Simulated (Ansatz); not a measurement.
Free-standing sheet of P, relaxed with PBE+D3(BJ):

```xyz
4
Lattice="3.2962 0.0000 0.0000 0.0000 4.4392 0.0000 0.0000 0.0000 30.3367" Properties=species:S:1:pos:R:3 pbc="T T F"
P     1.6481    4.0729   14.1068
P     0.0000    2.5858   14.1068
P     1.6481    0.3663   16.2299
P     0.0000    1.8533   16.2299
```

Method: DFT PBE+D3(BJ), scalar-relativistic, plane waves, PAW (Ansatz). Settings: cutoff 420 eV, Γ-centred mesh 10×8×1 on the computed 4-atom cell, Gaussian smearing of 0.02 eV; no spin polarisation. The sheet is isolated along c (Coulomb cut-off).

For this level, the band gap on the sampled k points is 0.73 eV. The least direct gap is 0.73 eV (the gap is direct), the ionisation potential from the Kohn-Sham band edge is 4.92 eV and the electron affinity from the Kohn-Sham band edge is 4.19 eV.

Problem. What does PBE+D3(BJ) with spin-orbit coupling give at the same atoms (10×8×1 mesh, 420 eV)?

Solution. Band gap on the sampled k points 0.73 eV; least direct gap 0.73 eV (the gap is direct); ionisation potential from the Kohn-Sham band edge 4.92 eV; electron affinity from the Kohn-Sham band edge 4.19 eV.

Problem. What does r2SCAN give at the same atoms (10×8×1 mesh, 500 eV)?

Solution. Band gap on the sampled k points 0.89 eV; least direct gap 0.89 eV (the gap is direct); ionisation potential from the Kohn-Sham band edge 5.09 eV; electron affinity from the Kohn-Sham band edge 4.19 eV.

Problem. What does HSE06+D3(BJ) give at the same atoms (6×4×1 mesh, 420 eV)?

Solution. Band gap on the sampled k points 1.40 eV; least direct gap 1.40 eV (the gap is direct); ionisation potential from the Kohn-Sham band edge 5.35 eV; electron affinity from the Kohn-Sham band edge 3.95 eV.

Cost: 4 runs of about 17 core-minutes in all, on Intel Xeon Processor @ 2.70GHz, Intel Xeon Processor @ 2.50GHz (Skylake/Cascade Lake), Intel Xeon Platinum 8488C (Sapphire Rapids) (shared hosts).